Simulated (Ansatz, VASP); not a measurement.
## One calculation of TiB4, two programs

```
CELL_PARAMETERS angstrom
3.01588 0.00000 0.00000
0.00000 3.23512 0.00000
0.00000 0.00000 5.07337
ATOMIC_POSITIONS crystal
Ti 0.00000 0.50000 0.00000
B 0.50000 0.00000 0.82605
B 0.00000 0.00000 0.33696
B 0.00000 0.00000 0.66304
B 0.50000 0.00000 0.17395
```

Alike in both runs: functional PBE; k mesh 6 × 4 × 4; occupations gaussian, width 0.1 eV; no spin polarisation.

Ansatz relaxed the structure, and its values are those at the end. VASP's run is a single point on that final structure, the one shown.

|  | VASP | Ansatz |
| --- | --- | --- |
| version | VASP 6.6.1 | Ansatz 0.2.0 |
| potentials or method | VASP PAW PBE potentials, release 64 (Ti_sv, B) | scalar-relativistic, plane waves, PAW |
| plane-wave cutoff (eV) | 520 | 420 |
| valence electrons in the cell | 24 | 24 |

Ansatz gave:

- gap on the k mesh at the Fermi level (eV): none
- pressure (GPa): 0.0
- rms of the force components (eV/Å): 0.002

**Question.** Estimate VASP's values.

**Answer.** gap on the k mesh at the Fermi level (eV): none; pressure (GPa): 0.1; rms of the force components (eV/Å): 0.003.

A gap of «none» marks a metal or a gap that the smearing closes. With one functional, cell and mesh, what is left measures potentials, basis and numerics.

Caveats: the k mesh is coarse (spacing up to 0.49 Å⁻¹), so the values aren't converged.
